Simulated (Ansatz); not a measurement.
# TiAl3 (I4/mmm) in Ansatz: notebook

One crystal, TiAl3, is run at these levels: PBE, LDA; tasks: band structure.

Program: Ansatz 0.2.0. These are calculated values, not measurements. Logs are shortened: lines on timing, memory, paths and dates and some standing lists are left out, and cuts for length are marked.

### Step 1. Starting point

Symmetry: I4/mmm, No. 139, tetragonal system. The conventional cell has a = 3.822 Å, b = 3.822 Å, c = 8.561 Å, α = 90.00°, β = 90.00°, γ = 90.00°. Around Ti (site symmetry 4/mmm) lie 12 Al at 2.70 to 2.87 Å. Al (site symmetry -4m2) has 8 Al at 2.70 to 2.87 Å and 4 Ti at 2.87 Å as nearest neighbours. Al (site symmetry 4/mmm) is surrounded by 4 Ti at 2.70 Å and 8 Al at 2.87 Å.

The cell comes from a database or a generator and needn't be the stable form of this composition.

### Step 2. Band structure, PBE

The input, input.yaml:

```yaml
crystal:
  lattice:
    - [-1.9111067713, 1.9111067713, 4.2806687947]
    - [1.9111067713, -1.9111067713, 4.2806687947]
    - [1.9111067713, 1.9111067713, -4.2806687947]
  atoms:
    - { symbol: Ti, position: [0.0, 0.0, 0.0] }
    - { symbol: Al, position: [0.25, 0.75, 0.5] }
    - { symbol: Al, position: [0.75, 0.25, 0.5] }
    - { symbol: Al, position: [0.5, 0.5, 0.0] }
hamiltonian:
  xc: pbe
  pseudopotentials: { kind: paw }
kpoints:
  mp_grid: { grid: [10, 10, 10] }
  band_path:
    path:
      - [[0.0, 0.0, 0.0], [0.0, 0.0, 0.5], [-0.0996590294, 0.0996590294, 0.5], [-0.2998295147, 0.2998295147, 0.2998295147], [0.0, 0.0, 0.0], [0.5, 0.5, -0.5], [0.2998295147, 0.7001704853, -0.2998295147], [0.0, 0.5, 0.0], [0.25, 0.25, 0.25], [0.5, 0.5, -0.0996590294], [0.5, 0.5, -0.5]]
      - [[0.0, 0.0, 0.5], [0.25, 0.25, 0.25]]
    npoints: 14
scf:
  occupations: { method: fermi_dirac, width: 0.05 }
  n_extra_bands: 10
output:
  forces: true
  stress: true
  eigenvalues: true
  fatbands: false
  write_density: true
  write_potential: true
  elf: true
  volumetric_format: npy
```

Potentials or basis: Ansatz PAW.

On the command line:

```console
$ ansatz run input.yaml --threads 2 --pin off --max-ram 5632MiB --backend cpu --events-out ev --progress --plain --runs-dir out
```

Output:

```text
Warning: RAYON_NUM_THREADS=2 ignored (pool sized by the plan → 2); use --threads N
scf.n_extra_bands = 10 over 11 filled bands (N_el = 21.0): the run solves 21 bands
Engine: ansatz 0.2.0, x86_64-unknown-linux-gnu
Pseudopotentials: kind: paw
Pseudopotential: Ti, paw, valence charge 12, recommended cutoff 420 eV (normal), Ti.paw.azcp
Pseudopotential: Al, paw, valence charge 3, recommended cutoff 420 eV (normal), Al.paw.azcp
Functional definition: PBE
  parameter kappa = 0.804
  parameter beta = 0.06672455060314922
  exchange = pbe_x(kappa = kappa, mu = beta*pi^2/3)
  correlation = pbe_c(beta = beta)
Crystal: 4 atoms, lattice volume = 62.538 Å³
Basis set: ecut = 420 eV, 1203 PW (Γ), exchange–correlation on 72×72×72 points (8 copies of the dense FFT grid, shifted against one another)
Bands: 21, of which v1, the nominal top of the filled ones, is band 11 counted from 1 (10 counted from 0)
Symmetry: 16 space group operations
Space group: I4/mmm (ITA 139), of the structure as read, at distance tolerance 4.0e-5 Å
k-points: 102 of 1000
Non-local potential: Ti, projectors of the file, l = 0: 3, l = 1: 2, l = 2: 3, l = 3: 1
Non-local potential: Al, projectors of the file, l = 0: 2, l = 1: 2, l = 2: 1
PAW form: soft (Blöchl's): semilocal exchange-correlation on the pseudo side does not see the compensation charge
PAW one-centre angular grid: Ti, 590 points (default); XC on 64 Gauss nodes
PAW one-centre angular grid: Al, 110 points (default); XC on 64 Gauss nodes
Initial density: superposition of atomic densities (neutral atoms: chi_scale 0, normalization atom), corrected by the library's trained network
Initial wavefunctions: pseudopotential atomic-orbital guess
Functional: x = pbe(κ = 0.804, μ = 0.2195149727645171), c = pbe(β = 0.06672455060314922)
SCF iter   1: F=—  HF=-4113.763189 eV  |F-HF|=—  |Δ(HF+E_count)|=         —  Δρ=3.07e-3  dr2=8.66e-3  ethr=1.77e-3  ⟨swp⟩=5.5  Hψ=11500  notcnv=0  defer=15
preconditioner: auto → Kerker (q_TF=auto, 2.275 Å⁻¹)  [metal: Δε(μ)=0.006 eV  Ē_g=7.987 eV  σ=0.050 eV  W_gap=0.03  n_scr=10 (ndim 8)  ℏωp=16.9 eV  f_vac=0.000  D(μ)=1.60/eV (n_scr^D=10)]
SCF iter   2: F=—  HF=-4113.762150 eV  |F-HF|=—  |Δ(HF+E_count)|=   1.04e-3  Δρ=1.99e-3  dr2=4.05e-3  ethr=4.13e-5  ⟨swp⟩=1.0  Hψ=2958  notcnv=0  defer=116
SCF iter   3: F=—  HF=-4113.761602 eV  |F-HF|=—  |Δ(HF+E_count)|=   5.48e-4  Δρ=4.91e-4  dr2=2.07e-4  ethr=1.93e-5  ⟨swp⟩=2.0  Hψ=2133  notcnv=0  defer=116
SCF iter   4: F=—  HF=-4113.761579 eV  |F-HF|=—  |Δ(HF+E_count)|=   2.31e-5  Δρ=8.95e-5  dr2=6.42e-6  ethr=9.85e-7  ⟨swp⟩=1.5  Hψ=1927  notcnv=0  defer=116
SCF iter   5: F=—  HF=-4113.761592 eV  |F-HF|=—  |Δ(HF+E_count)|=   1.35e-5  Δρ=3.56e-5  dr2=1.30e-6  ethr=3.06e-8  ⟨swp⟩=1.1  Hψ=1858  notcnv=0  defer=116
SCF iter   6: F=-4113.761592 eV  HF=-4113.761592 eV  |F-HF|=5.26e-8  |Δ(HF+E_count)|=   1.77e-7  Δρ=6.87e-6  dr2=6.10e-8  ethr=4.76e-10  ⟨swp⟩=9.7  Hψ=12565  notcnv=0
SCF 1 converged in 6 iterations: F = -4113.761592 eV  dr2 = 6.10e-8
NSCF: frozen V_eff on 156 k-points
SCF converged after 6 iterations
Free energy (F): -4113.761592 eV
Harris-Foulkes:  -4113.761592 eV  (|F-HF|=5.26e-8)
Internal energy: -4113.748143 eV  (E = F + TS)
E sigma→0 (E₀):  -4113.754868 eV
Entropy (-TS):   -0.013449 eV (-3.362 meV/atom)
Fermi energy:    9.702798 eV
--- Per-component energies (eV) ---
  E_band       = -149.979464
  E_kinetic    = 344.416952
  E_local      = -1187.439965  (includes V_loc(G=0)·N_el)
  E_nonlocal   = 40.366462
  E_hartree    = 523.504438
  E_xc         = -218.403097
  E_vxc        = -211.107717  (∫ρ·V_xc dr)
  E_paw        = -2450.802291  (= ΣΔE_a)
  E_vpaw       = -183.214155  (= ΣTr[D̂ρ^β])
  E_aug_tail   = 0.000113  (compensation charges beyond the density's cutoff)
  E_ewald      = -1165.390755
  E_smearing   = -0.013449  (= −TS)
  E_closure    = 0.000000  (closes the sum)
  Σ components = -4113.761592   (vs F -4113.761592, Δ=0.00e0)
--- Forces (eV/Å), atoms counted from 1 ---
  atom   1  Ti     0.00000000     0.00000000     0.00000000
  atom   2  Al     0.00000000     0.00000000     0.00000000
  atom   3  Al     0.00000000    -0.00000000     0.00000000
  atom   4  Al    -0.00000000    -0.00000000     0.00000000
  max |Σ_I F_I| component: 1.39e-17 eV/Å
--- Stress (GPa, compression-positive) ---
        2.144734      -0.000000       0.000000
       -0.000000       2.144734      -0.000000
        0.000000       0.000000       2.006893
  P = ⅓ Tr σ = 2.0988 GPa (20.988 kbar)
--- Band table (eV; the first three rows and the last of 102) ---
  k-point 0: bands = ["-46.7165", "-23.0380", "-23.0380", "-22.9629", "-0.4165", "6.8412", "7.0767", "8.2947", "8.4761", "8.4761", "10.5430", "11.4518", "11.4518", "11.9375", "12.1796", "13.5338", "13.5419", "13.5419", "16.0596", "16.5013", "18.7369"]
  k-point 1: bands = ["-46.7162", "-23.0407", "-23.0403", "-22.9625", "-0.2076", "6.9534", "7.0146", "7.8967", "8.0811", "8.4691", "9.7192", "11.6577", "11.6800", "11.6804", "12.6419", "13.4773", "13.9779", "14.4425", "16.1292", "16.5757", "17.2096"]
  k-point 2: bands = ["-46.7156", "-23.0474", "-23.0462", "-22.9615", "0.4084", "6.6464", "6.8930", "7.4105", "7.6630", "8.4543", "8.4651", "11.6273", "11.8253", "11.9132", "12.9082", "13.2866", "13.8281", "15.6562", "16.2664", "17.1417", "19.1585"]
  k-point 101: bands = ["-46.7164", "-23.0382", "-23.0382", "-22.9659", "1.2084", "2.1046", "7.6995", "8.7836", "8.7836", "9.4701", "10.4160", "10.4160", "10.6633", "12.7826", "14.4865", "15.8298", "15.9169", "16.0395", "16.0395", "17.5424", "17.5424"]
```

rho_z.tsv:

```text
# z_ang	rho[e/angstrom^3]
# format = ansatz-planar-average/11
# lattice	-1.911106771	1.911106771	4.280668795
# lattice	1.911106771	-1.911106771	4.280668795
# lattice	1.911106771	1.911106771	-4.280668795
# sites	4
# site	22	0.000000000	0.000000000	0.000000000
# site	13	1.911106771	0.000000000	2.140334397
# site	13	0.000000000	1.911106771	2.140334397
# site	13	0.000000000	0.000000000	4.280668795
0.000000	6.158009e-1
0.140625	6.080798e-1
0.281249	5.853465e-1
0.421874	5.490329e-1
0.562499	5.018836e-1
0.703123	4.480900e-1
[... 28 lines left out ...]
4.781239	5.853465e-1
4.921863	6.080798e-1
```

It took 6.2 s on 2 threads of Intel Xeon at 2.70GHz, shared host; peak memory 0.47 GiB.

Results:

| Item | Value |
| --- | --- |
| Free energy | -4113.7616 eV |
| Pressure | 2.1 GPa |
| Band gap on the k mesh | none (metal or under the smearing width) |

Levels at the corners of the path, in eV from the Fermi level:
```csv
point,band 9,band 10,band 11,band 12,band 13,band 14
Γ,-1.23,-1.23,0.84,1.75,1.75,2.23
X,-2.71,-2.20,-0.99,1.79,1.97,2.70
Y,-2.22,-1.37,-0.86,1.72,1.92,2.21
S,-0.76,-0.61,0.58,1.62,2.12,3.06
Γ,-1.23,-1.23,0.84,1.75,1.75,2.23
Z,-0.92,-0.23,0.71,0.71,0.96,3.08
S1,-0.76,-0.61,0.58,1.62,2.12,3.06
N,-1.06,-0.26,0.51,1.83,2.09,2.74
P,-1.83,-1.83,-1.16,0.87,1.79,1.97
Y1,-2.22,-1.37,-0.86,1.72,1.92,2.21
Z,-0.92,-0.23,0.71,0.71,0.96,3.08
X,-2.71,-2.20,-0.99,1.79,1.97,2.70
P,-1.83,-1.83,-1.16,0.87,1.79,1.97
```

### Step 3. Band structure, LDA

Edit input.yaml of step 2 so:

```diff
@@ -11,3 +11,3 @@
 hamiltonian:
-  xc: pbe
+  xc: lda
   pseudopotentials: { kind: paw }
@@ -28,5 +28 @@
   fatbands: false
-  write_density: true
-  write_potential: true
-  elf: true
-  volumetric_format: npy
```

Potentials or basis: Ansatz PAW.

On the command line:

```console
$ ansatz run input.yaml --threads 2 --pin off --max-ram 5632MiB --backend cpu --events-out ev --progress --plain --runs-dir out
```

Wall time 5.9 s (2 threads of Intel Xeon at 2.70GHz, shared host); peak memory 0.43 GiB.

It converged, with:

```
Free energy            : -3990.5902 eV
Pressure               : -3.5 GPa
Band gap on the k mesh : none (metal or under the smearing width)
```

Stress tensor (GPa, compression positive):
```
-3.62  0.00  0.00
 0.00 -3.62  0.00
 0.00  0.00 -3.23
```

Levels at the corners of the path, in eV from the Fermi level:
```
point  band 9  band 10  band 11  band 12  band 13  band 14
    Γ   -1.21    -1.21     0.84     1.79     1.79     2.31
    X   -2.63    -2.18    -0.98     1.75     1.91     2.74
    Y   -2.19    -1.35    -0.85     1.66     1.89     2.22
    S   -0.75    -0.59     0.56     1.58     2.13     3.06
    Γ   -1.21    -1.21     0.84     1.79     1.79     2.31
    Z   -0.88    -0.22     0.70     0.70     0.96     3.10
   S1   -0.75    -0.59     0.56     1.58     2.13     3.06
    N   -1.05    -0.26     0.50     1.78     2.12     2.72
    P   -1.79    -1.79    -1.13     0.89     1.75     1.91
   Y1   -2.19    -1.35    -0.85     1.66     1.89     2.22
    Z   -0.88    -0.22     0.70     0.70     0.96     3.10
    X   -2.63    -2.18    -0.98     1.75     1.91     2.74
    P   -1.79    -1.79    -1.13     0.89     1.75     1.91
```

Caveat: the PAW data sets come from PBE, with cores solved anew for the run's functional, which leaves a small shift of forces and pressure.
